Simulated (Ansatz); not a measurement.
# Dielectric response of BN (110) films, part 2 of 5

How well do thin zincblende BN (110) films screen a perpendicular field?

Ansatz 0.2.0; plane-wave DFT, PBEsol, Ansatz PAW (set soft_1); PAW set soft_1 (the session's first sound run).

So far. Step 2 (Relaxation, 10 atoms, units 5): The gap is 2.12 eV, with the valence edge 6.55 eV and the conduction edge 4.44 eV under the upper vacuum level.

## Step 3: The relaxed film, single point, 10 atoms, units 5

The film was relaxed beforehand; a single point on the relaxed positions gives its levels and potential.

File input.yaml:

```yaml
crystal:
  lattice:
    - [2.55619101, 0.0, 0.0]
    - [0.0, 3.615, 0.0]
    - [0.0, 0.0, 23.112382028]
  atoms:
    - { symbol: B, position: [0.5, 0.5445501702, 0.3991518122] }
    - { symbol: "N", position: [0.0, 0.7278567558, 0.3898564867] }
    - { symbol: B, position: [0.0, -0.0055472501, 0.4427393953] }
    - { symbol: "N", position: [0.5, 0.2376595785, 0.4436868977] }
    - { symbol: B, position: [0.5, 0.4958922827, 0.5000000001] }
    - { symbol: "N", position: [0.0, 0.7450691774, 0.4999999988] }
    - { symbol: B, position: [0.0, -0.005547244, 0.5572606056] }
    - { symbol: "N", position: [0.5, 0.2376595854, 0.556313101] }
    - { symbol: B, position: [0.5, 0.5445501789, 0.6008481885] }
    - { symbol: "N", position: [0.0, 0.7278567652, 0.6101435141] }
kpoints:
  mp_grid: { grid: [10, 8, 1] }
hamiltonian:
  xc: pbesol
  pseudopotentials: { kind: paw, azcp: { folder: soft_1 }, xc_functional: pbe }
scf:
  occupations: { method: fixed }
  convergence: { dr2_threshold: 1.0e-09 }
efield:
  axis: 3
  dipole_correction: true
  ramp_position: 0.97
  ramp_width: 0.06
output:
  eigenvalues: true
  write_potential: true
  write_density: true
  volumetric_format: npy
```

Command:

```
$ ansatz run input.yaml --threads 4 --pin off --max-ram 8192MiB --backend cpu --events-out ev --progress --plain --runs-dir out
```

Numbers of over 12 decimals in the logs are rounded to 6 here.

Log:

```text
[...]
Crystal: 10 atoms, lattice volume = 213.573 Å³
Basis set: ecut = 420 eV, 4189 PW (Γ)
Bands: 30, of which v1, the nominal top of the filled ones, is band 20 counted from 1 (19 counted from 0)
Symmetry: 2 space group operations
k-points: 30 of 80 (time reversal used)
[...]
SCF iter   1: F=—  HF=-2671.677031 eV  |F-HF|=—  |Δ(HF+E_count)|=         —  Δρ=9.51e-2  dr2=1.81e1  ethr=3.10e-3  p=-0.000 e·Å  D=-2.74e-13 V/Å  ΔV_dip=0.00 eV  dr2_dipole=6.60e-9  V_vac-E_F(+/−)=11.29/11.29 eV  ⟨swp⟩=5.5  Hψ=4640  notcnv=0  defer=240
[...]
SCF iter  11: F=-2665.553417 eV  HF=-2665.553417 eV  |F-HF|=3.28e-10  |Δ(HF+E_count)|=  7.86e-10  Δρ=4.39e-7  dr2=2.87e-10  ethr=2.50e-12  p=-0.000 e·Å  D=-4.65e-7 V/Å  ΔV_dip=0.00 eV  dr2_dipole=4.15e-12  V_vac-E_F(+/−)=6.55/6.55 eV  ⟨swp⟩=18.5  Hψ=7282  notcnv=0
SCF 1 converged in 11 iterations: F = -2665.553417 eV  dr2 = 2.87e-10
[...]
SCF converged after 11 iterations
Free energy (F): -2665.553417 eV
[...]
Internal energy: -2665.553417 eV  (E = F + TS)
E sigma→0 (E₀):  -2665.553417 eV
Fermi energy:    -1.601574 eV
Dipole field:    D = 0.000002 V/Å  (p = 0.000003 e·Å, saw-weighted, corrected)
Work function:   Φ+ = 6.5509 eV   Φ− = 6.5510 eV
[...]
--- Band table (eV; the first three rows and the last of 30) ---
  k-point 0: bands = [... 16 lower, -3.2900, -2.4765, -2.2232, -1.7409, 2.6720, 3.8018, 3.9389, 4.7155, ... 6 higher]
  k-point 1: bands = [... 16 lower, -3.4127, -2.7238, -1.9942, -1.9811, 2.7318, 3.7994, 3.9413, 4.8637, ... 6 higher]
  k-point 2: bands = [... 16 lower, -3.7487, -3.3475, -2.4223, -1.7327, 2.7876, 3.5592, 4.3460, 5.3337, ... 6 higher]
  k-point 29: bands = [... 16 lower, -4.9709, -4.5633, -2.1963, -1.6016, 1.9440, 2.5807, 6.7527, 8.0761, ... 6 higher]
```

The job ended after 11 s (4 threads of Arm Neoverse V1, shared host; peak memory 0.55 GiB).

Reading the cycles: dr2 is the Hartree energy of the density residual (eV), the measure of convergence; HF is the Harris–Foulkes estimate of the energy, which meets the free energy F at convergence.

This step gave:

* dipole along the normal: 2.58e-6 e·Å

Running mean over 1.278 Å of the planar mean; the ramp of the sawtooth is left out. Table of electron's electrostatic potential energy less the highest filled level by z:

z (Å), electron's electrostatic potential energy less the highest filled level (eV) and a bar from the least value:
```
        4        6.6 ##############################
        5        6.6 ##############################
        6        6.5 ##############################
        7        6.5 ##############################
        8        4.3 ##########################
        9       -6.6 ######
       10      -10.0 
       11       -8.4 ###
       12       -8.4 ###
       13       -9.8 
       14       -7.5 ####
       15        3.4 ########################
       16        6.4 ##############################
       17        6.5 ##############################
       18        6.6 ##############################
       19        6.6 ##############################
       20        6.6 ##############################
```

The gap is 2.12 eV, with the valence edge 6.55 eV and the conduction edge 4.44 eV under the upper vacuum level.

## Step 4: Atoms held, 10 atoms, units 5, field 0.05 V/Å

A sawtooth potential applies the field, turning back in the middle of the vacuum. With the dipole correction the typed value is the field outside the slab. The induced dipole is small, so the SCF threshold is tight.

input.yaml: that of step 3 with these lines changed.

```diff
@@ -23,3 +23,3 @@
   occupations: { method: fixed }
-  convergence: { dr2_threshold: 1.0e-09 }
+  convergence: { dr2_threshold: 1.0e-10 }
 efield:
@@ -29,4 +29,4 @@
   ramp_width: 0.06
+  amplitude: 0.05
 output:
-  eigenvalues: true
   write_potential: true
```

Log:

```text
[...]
Crystal: 10 atoms, lattice volume = 213.573 Å³
Basis set: ecut = 420 eV, 4189 PW (Γ)
Bands: 30, of which v1, the nominal top of the filled ones, is band 20 counted from 1 (19 counted from 0)
Symmetry: 2 space group operations
k-points: 30 of 80 (time reversal used)
[...]
SCF iter   1: F=—  HF=-2671.677502 eV  |F-HF|=—  |Δ(HF+E_count)|=         —  Δρ=9.51e-2  dr2=1.81e1  ethr=3.10e-3  p=0.018 e·Å  D=1.54e-2 V/Å  ΔV_dip=-0.36 eV  dr2_dipole=1.04e-4  V_vac-E_F(+/−)=11.62/10.92 eV  ⟨swp⟩=5.5  Hψ=4640  notcnv=0  defer=240
[...]
SCF iter  12: F=-2665.553788 eV  HF=-2665.553788 eV  |F-HF|=1.39e-10  |Δ(HF+E_count)|=  9.24e-10  Δρ=3.07e-7  dr2=8.42e-11  ethr=1.00e-12  p=0.015 e·Å  D=1.26e-2 V/Å  ΔV_dip=-0.29 eV  dr2_dipole=3.65e-15  V_vac-E_F(+/−)=6.92/6.15 eV  ⟨swp⟩=19.4  Hψ=7054  notcnv=0
SCF 1 converged in 12 iterations: F = -2665.553788 eV  dr2 = 8.42e-11
[...]
SCF converged after 12 iterations
[...]
Free energy (F): -2665.553788 eV
[...]
Internal energy: -2665.553788 eV  (E = F + TS)
E sigma→0 (E₀):  -2665.553788 eV
Fermi energy:    -1.600741 eV
Dipole field:    D = 0.012567 V/Å  (p = 0.014833 e·Å, saw-weighted, corrected)
Work function:   not extracted (applied field tilts the vacuum); planar V_es + V_field profile in the machine report
[...]
--- Band table (eV; the first three rows and the last of 30) ---
  k-point 0: bands = [... 16 lower, -3.2901, -2.4764, -2.2239, -1.7403, 2.6716, 3.7819, 3.9523, 4.6684, ... 6 higher]
  k-point 1: bands = [... 16 lower, -3.4128, -2.7237, -2.0073, -1.9681, 2.7313, 3.7886, 3.9466, 4.8154, ... 6 higher]
  k-point 2: bands = [... 16 lower, -3.7488, -3.3474, -2.4229, -1.7322, 2.7867, 3.5589, 4.3430, 5.2851, ... 6 higher]
  k-point 29: bands = [... 16 lower, -4.9713, -4.5630, -2.1973, -1.6007, 1.9429, 2.5815, 6.7526, 8.0758, ... 6 higher]
```

It took 9.4 s on 4 threads; peak memory 0.52 GiB.

Numbers from this step:

```yaml
gap_on_the_k_mesh: 2.114 eV
dipole_along_the_normal: 0.01483 e·Å
```

The dipole is 0.0148 e·Å, and the gap on the mesh 2.114 eV.

## Step 5: Atoms held, 10 atoms, units 5, field -0.05 V/Å

input.yaml: that of step 4 with these lines changed.

```diff
@@ -29,3 +29,3 @@
   ramp_width: 0.06
-  amplitude: 0.05
+  amplitude: -0.05
 output:
```

Log:

```text
[...]
Crystal: 10 atoms, lattice volume = 213.573 Å³
Basis set: ecut = 420 eV, 4189 PW (Γ)
Bands: 30, of which v1, the nominal top of the filled ones, is band 20 counted from 1 (19 counted from 0)
Symmetry: 2 space group operations
k-points: 30 of 80 (time reversal used)
[...]
k-point 0: bands = [... 16 lower, -3.2901, -2.4764, -2.2239, -1.7403, 2.6716, 3.7819, 3.9523, 4.6684, ... 6 higher]
  k-point 1: bands = [... 16 lower, -3.4128, -2.7237, -2.0073, -1.9681, 2.7313, 3.7886, 3.9466, 4.8154, ... 6 higher]
  k-point 2: bands = [... 16 lower, -3.7488, -3.3474, -2.4229, -1.7322, 2.7867, 3.5589, 4.3430, 5.2851, ... 6 higher]
  k-point 29: bands = [... 16 lower, -4.9713, -4.5630, -2.1973, -1.6007, 1.9429, 2.5815, 6.7526, 8.0758, ... 6 higher]
[key lines of the parts left out:]
SCF converged after 12 iterations
Free energy (F): -2665.553788 eV
Fermi energy:    -1.600741 eV
Dipole field:    D = -0.012567 V/Å  (p = -0.014833 e·Å, saw-weighted, corrected)
```

The job ended after 9.7 s (4 threads; peak memory 0.52 GiB; 35 s of CPU time).

The dipole is -0.0148 e·Å, and the gap on the mesh 2.114 eV.

## Step 6: Response with the atoms held, 10 atoms, units 5

This step: plane-wave DFT, PBEsol, Ansatz PAW (set soft_1); response to a field along the normal, atoms held; PAW set soft_1 (Ansatz 0.2.0).

The two fields give this film's response with the atoms held: the electronic part.

Numbers from this step:

```
equivalent conductor thickness p/(ε₀AE) : 5.809 Å
distance between the outer atoms        : 5.091 Å
thickness                               : 6.391 Å
```

Local field over the applied field, running mean. From the potentials at -0.05 and 0.05 V/Å; running mean over 1.278 Å, taken twice. Local field over applied field against z:

```
z (Å)  local field over applied field
  4.5                           1.000
  5.0                           0.999
  5.5                           0.997
  6.0                           0.990
  6.5                           0.971
  7.0                           0.917
  7.5                           0.802
  8.0                           0.621
  8.5                           0.415
  9.0                           0.254
  9.5                           0.178
 10.0                           0.171
 10.5                           0.184
 11.0                           0.189
 11.5                           0.190
 12.0                           0.190
 12.5                           0.186
 13.0                           0.174
 13.5                           0.172
 14.0                           0.228
 14.5                           0.372
 15.0                           0.575
 15.5                           0.766
 16.0                           0.898
 16.5                           0.962
 17.0                           0.988
 17.5                           0.996
 18.0                           0.999
 18.5                           1.000
 19.0                           1.000
```

Electrons, planar mean, per unit field. Induced electron density against z:

z (Å), induced electron density (e/Å³ per V/Å) and a bar from the least value:
```
     4.04    0.00000 ###############
     4.48    0.00000 ###############
     4.91    0.00000 ###############
     5.20    0.00001 ###############
     5.63    0.00003 ###############
     6.07    0.00007 ###############
     6.50    0.00020 ################
     6.93    0.00051 #################
     7.22    0.00092 ###################
     7.66    0.00202 ########################
     8.09    0.00326 ##############################
     8.52    0.00257 ###########################
     8.96    0.00128 #####################
     9.39    0.00090 ###################
     9.68   -0.00087 ###########
    10.11   -0.00118 ##########
    10.54    0.00116 ####################
    10.98   -0.00018 ##############
    11.41   -0.00102 ##########
    11.70    0.00102 ####################
    12.13    0.00018 ################
    12.57   -0.00116 ##########
    13.00    0.00118 ####################
    13.43    0.00087 ###################
    13.72   -0.00090 ###########
    14.16   -0.00128 #########
    14.59   -0.00257 ###
    15.02   -0.00326 
    15.46   -0.00202 ######
    15.89   -0.00092 ###########
    16.18   -0.00051 #############
    16.61   -0.00020 ##############
    17.05   -0.00007 ###############
    17.48   -0.00003 ###############
    17.91   -0.00001 ###############
    18.20    0.00000 ###############
    18.63    0.00000 ###############
    19.07    0.00000 ###############
```

By hand: between -0.05 and 0.05 V/Å the dipole changes by 0.02967 e·Å, a slope of 0.2967 e·Å²/V. A perfect conductor of thickness t has p = ε₀AEt, so t = 180.95 × 0.2967 / 9.241 = 5.81 Å (e/ε₀ = 180.95 V·Å, A in Å²).

The induced dipole is that of a conductor 5.81 Å thick.

## Step 7: Relaxing in the field, 10 atoms, field 0.05 V/Å

This step: plane-wave DFT, PBEsol, Ansatz PAW (set soft_1); PAW set soft_1 (Ansatz 0.2.0).

Now the atoms may follow the field. A weak field makes forces of meV/Å to tens of meV/Å, so the force tolerance is set well below the usual one.

input.yaml: that of step 5 with these lines changed.

```diff
@@ -29,3 +29,6 @@
   ramp_width: 0.06
-  amplitude: -0.05
+  amplitude: 0.05
+relax:
+  f_tol: 0.0006
+  max_steps: 70
 output:
```

Log:

```text
[...]
Crystal: 10 atoms, lattice volume = 213.573 Å³
Basis set: ecut = 420 eV, 4189 PW (Γ), exchange–correlation on 36×50×320 points (8 copies of the dense FFT grid, shifted against one another)
Bands: 30, of which v1, the nominal top of the filled ones, is band 20 counted from 1 (19 counted from 0)
Symmetry: 2 space group operations
k-points: 30 of 80 (time reversal used)
[...]
SCF iter   1: F=—  HF=-2671.677485 eV  |F-HF|=—  |Δ(HF+E_count)|=         —  Δρ=9.51e-2  dr2=1.81e1  ethr=3.10e-3  p=0.018 e·Å  D=1.54e-2 V/Å  ΔV_dip=-0.36 eV  dr2_dipole=1.04e-4  V_vac-E_F(+/−)=11.62/10.92 eV  ⟨swp⟩=5.5  Hψ=4640  notcnv=0  defer=240
[...]
SCF iter  12: F=-2665.553781 eV  HF=-2665.553781 eV  |F-HF|=1.59e-10  |Δ(HF+E_count)|=  9.35e-10  Δρ=3.07e-7  dr2=8.37e-11  ethr=1.00e-12  p=0.015 e·Å  D=1.26e-2 V/Å  ΔV_dip=-0.29 eV  dr2_dipole=1.72e-15  V_vac-E_F(+/−)=6.92/6.15 eV  ⟨swp⟩=6.9  Hψ=5620  notcnv=0
SCF 1 converged in 12 iterations: F = -2665.553781 eV  dr2 = 8.37e-11
[...]
relax step   1: F+E_penalty+E_count = -2665.55378120 eV  Δ(F+E_penalty+E_count) = +0.000e0 eV  max|allowed force component| = 2.247e-2 eV/Å  Δτ_max = 0.0000 Å  (12 SCF iters, accepted)
[...]
SCF iter   7: F=-2665.553808 eV  HF=-2665.553808 eV  |F-HF|=2.05e-11  |Δ(HF+E_count)|=  1.64e-10  Δρ=1.24e-7  dr2=1.95e-11  ethr=1.00e-12  p=0.016 e·Å  D=1.32e-2 V/Å  ΔV_dip=-0.31 eV  dr2_dipole=6.94e-14  V_vac-E_F(+/−)=6.91/6.16 eV  ⟨swp⟩=8.2  Hψ=4982  notcnv=0
SCF 2 converged in 7 iterations: F = -2665.553808 eV  dr2 = 1.95e-11
relax step   2: F+E_penalty+E_count = -2665.55380814 eV  Δ(F+E_penalty+E_count) = -2.693e-5 eV  max|allowed force component| = 1.226e-2 eV/Å  Δτ_max = 0.0005 Å  (7 SCF iters, accepted)
SCF iter   1: F=—  HF=-2665.553924 eV  |F-HF|=—  |Δ(HF+E_count)|=         —  Δρ=1.19e-4  dr2=3.47e-5  ethr=1.20e-6  p=0.016 e·Å  D=1.32e-2 V/Å  ΔV_dip=-0.31 eV  dr2_dipole=6.12e-6  V_vac-E_F(+/−)=6.91/6.16 eV  ⟨swp⟩=2.5  Hψ=1991  notcnv=0  defer=240
[...]
SCF iter   7: F=-2665.553819 eV  HF=-2665.553819 eV  |F-HF|=8.69e-11  |Δ(HF+E_count)|=  2.39e-10  Δρ=1.69e-7  dr2=3.57e-11  ethr=1.00e-12  p=0.016 e·Å  D=1.39e-2 V/Å  ΔV_dip=-0.32 eV  dr2_dipole=8.40e-14  V_vac-E_F(+/−)=6.90/6.17 eV  ⟨swp⟩=8.3  Hψ=5138  notcnv=0
SCF 3 converged in 7 iterations: F = -2665.553819 eV  dr2 = 3.57e-11
relax step   3: F+E_penalty+E_count = -2665.55381874 eV  Δ(F+E_penalty+E_count) = -1.060e-5 eV  max|allowed force component| = 2.976e-3 eV/Å  Δτ_max = 0.0008 Å  (7 SCF iters, accepted)
[...]
relax step   4: F+E_penalty+E_count = -2665.55381933 eV  Δ(F+E_penalty+E_count) = -5.938e-7 eV  max|allowed force component| = 7.957e-4 eV/Å  Δτ_max = 0.0002 Å  (5 SCF iters, accepted)
SCF iter   1: F=—  HF=-2665.553819 eV  |F-HF|=—  |Δ(HF+E_count)|=         —  Δρ=2.05e-6  dr2=8.58e-9  ethr=2.29e-10  p=0.016 e·Å  D=1.39e-2 V/Å  ΔV_dip=-0.32 eV  dr2_dipole=1.05e-9  V_vac-E_F(+/−)=6.90/6.17 eV  ⟨swp⟩=3.2  Hψ=2333  notcnv=0  defer=223
[...]
SCF iter   4: F=-2665.553819 eV  HF=-2665.553819 eV  |F-HF|=2.50e-11  |Δ(HF+E_count)|=  1.14e-11  Δρ=1.20e-7  dr2=1.29e-11  ethr=1.00e-12  p=0.016 e·Å  D=1.39e-2 V/Å  ΔV_dip=-0.32 eV  dr2_dipole=3.55e-14  V_vac-E_F(+/−)=6.90/6.17 eV  ⟨swp⟩=8.2  Hψ=4929  notcnv=0
SCF 5 converged in 4 iterations: F = -2665.553819 eV  dr2 = 1.29e-11
relax step   5: F+E_penalty+E_count = -2665.55381936 eV  Δ(F+E_penalty+E_count) = -2.132e-8 eV  max|allowed force component| = 2.355e-4 eV/Å  Δτ_max = 0.0000 Å  (4 SCF iters, accepted)
NSCF: frozen V_eff on 30 k-points
[...]
SCF converged after 4 iterations
[...]
Free energy (F): -2665.553819 eV
[...]
Internal energy: -2665.553819 eV  (E = F + TS)
E sigma→0 (E₀):  -2665.553819 eV
Fermi energy:    -1.601268 eV
Dipole field:    D = 0.013857 V/Å  (p = 0.016355 e·Å, saw-weighted, corrected)
Work function:   not extracted (applied field tilts the vacuum); planar V_es + V_field profile in the machine report
[...]
--- Forces (eV/Å), atoms counted from 1 ---
  atom   1  B      0.00000000     0.00013010    -0.00007410
  atom   2  N      0.00000000    -0.00013623    -0.00006975
  atom   3  B      0.00000000    -0.00003628     0.00017438
  atom   4  N      0.00000000     0.00003750     0.00011188
  atom   5  B      0.00000000    -0.00002723    -0.00023558
  atom   6  N      0.00000000     0.00001844    -0.00002506
  atom   7  B      0.00000000     0.00003988     0.00012778
  atom   8  N      0.00000000    -0.00003317     0.00009646
  atom   9  B      0.00000000    -0.00008136    -0.00004281
  atom  10  N      0.00000000     0.00008841    -0.00006388
  max |Σ_I F_I| component: 6.67e-7 eV/Å
--- Band table (eV; the first three rows and the last of 30) ---
  k-point 0: bands = [... 16 lower, -3.2903, -2.4765, -2.2234, -1.7407, 2.6719, 3.7880, 3.9459, 4.6772, ... 6 higher]
  k-point 1: bands = [... 16 lower, -3.4130, -2.7239, -2.0006, -1.9748, 2.7317, 3.7926, 3.9425, 4.8239, ... 6 higher]
  k-point 2: bands = [... 16 lower, -3.7490, -3.3475, -2.4225, -1.7325, 2.7873, 3.5586, 4.3430, 5.2929, ... 6 higher]
  k-point 29: bands = [... 16 lower, -4.9708, -4.5634, -2.1968, -1.6013, 1.9436, 2.5807, 6.7529, 8.0756, ... 6 higher]
--- Relaxed structure (5 steps of the walk, 5 accepted, 0 SCFs on fresh bases) ---
  F+E_penalty+E_count = -2665.55381936 eV   max|allowed force component| = 2.355e-4 eV/Å
  atoms:
    - { symbol: B, position: [0.5, 0.544443, 0.399168] }
    - { symbol: N, position: [0.0, 0.727741, 0.389832] }
    - { symbol: B, position: [0.0, -0.00560951, 0.442756] }
    - { symbol: N, position: [0.5, 0.237589, 0.443682] }
    - { symbol: B, position: [0.5, 0.495887, 0.500016] }
    - { symbol: N, position: [0.0, 0.745070, 0.499984] }
    - { symbol: B, position: [0.0, -0.00547743, 0.557273] }
    - { symbol: N, position: [0.5, 0.237734, 0.556306] }
    - { symbol: B, position: [0.5, 0.544659, 0.600866] }
    - { symbol: N, position: [0.0, 0.727964, 0.610119] }
```

Run time: 21 s. Hardware: 4 threads; peak memory 0.5 GiB.

Hardly anything moved in the relaxation; the energy changed by under 0.2 meV an atom.

This step gave:

| Property | Result |
| --- | --- |
| gap on the k-mesh | 2.115 eV |
| dipole along the normal | 0.01635 e·Å |

The relaxation took 5 steps and lowered the energy by 3.8e-5 eV; the largest force on the free atoms ends at 2.4e-4 eV/Å.

The dipole is 0.0164 e·Å, and the gap on the mesh 2.115 eV.

## Step 8: Relaxing in the field, 10 atoms, field -0.05 V/Å

The opposite sign, again from the field-free geometry; the difference of the two cancels what relaxes without a field.

input.yaml: that of step 7 with these lines changed.

```diff
@@ -29,3 +29,3 @@
   ramp_width: 0.06
-  amplitude: 0.05
+  amplitude: -0.05
 relax:
```

Log:

```text
[...]
Crystal: 10 atoms, lattice volume = 213.573 Å³
Basis set: ecut = 420 eV, 4189 PW (Γ), exchange–correlation on 36×50×320 points (8 copies of the dense FFT grid, shifted against one another)
Bands: 30, of which v1, the nominal top of the filled ones, is band 20 counted from 1 (19 counted from 0)
Symmetry: 2 space group operations
k-points: 30 of 80 (time reversal used)
[...]
- { symbol: B, position: [0.0, -0.00547743, 0.442727] }
    - { symbol: N, position: [0.5, 0.237734, 0.443694] }
    - { symbol: B, position: [0.5, 0.495887, 0.499984] }
    - { symbol: N, position: [0.0, 0.745070, 0.500016] }
    - { symbol: B, position: [0.0, -0.00560951, 0.557244] }
    - { symbol: N, position: [0.5, 0.237589, 0.556318] }
    - { symbol: B, position: [0.5, 0.544443, 0.600832] }
    - { symbol: N, position: [0.0, 0.727741, 0.610168] }
[key lines of the parts left out:]
SCF converged after 4 iterations
Free energy (F): -2665.553819 eV
Fermi energy:    -1.601268 eV
Dipole field:    D = -0.013857 V/Å  (p = -0.016355 e·Å, saw-weighted, corrected)
```

Wall time 20 s (4 threads); peak memory 0.5 GiB; 78 s of CPU time.

Hardly anything moved in the relaxation; the energy changed by under 0.2 meV an atom.

The relaxation took 5 steps and lowered the energy by 3.8e-5 eV; the largest force on the free atoms ends at 2.4e-4 eV/Å.

The dipole is -0.0164 e·Å, and the gap on the mesh 2.115 eV.

[end of part 2 of 5]

[Logs are printed without paths, hosts, clocks, repeated set-up lines and the standing remarks that a program may print on its own settings, such as how far it seeks lower states.]

[Hosts, paths, dates, database ids (printed as entryN), source tags and the programs' standing remarks are cut or masked in the printed files.]

[Maps of the electrostatic potential energy from Ansatz leave out the sawtooth potential of an applied field or a dipole correction, so their vacuum need not be flat; planar profiles and work functions include it.]
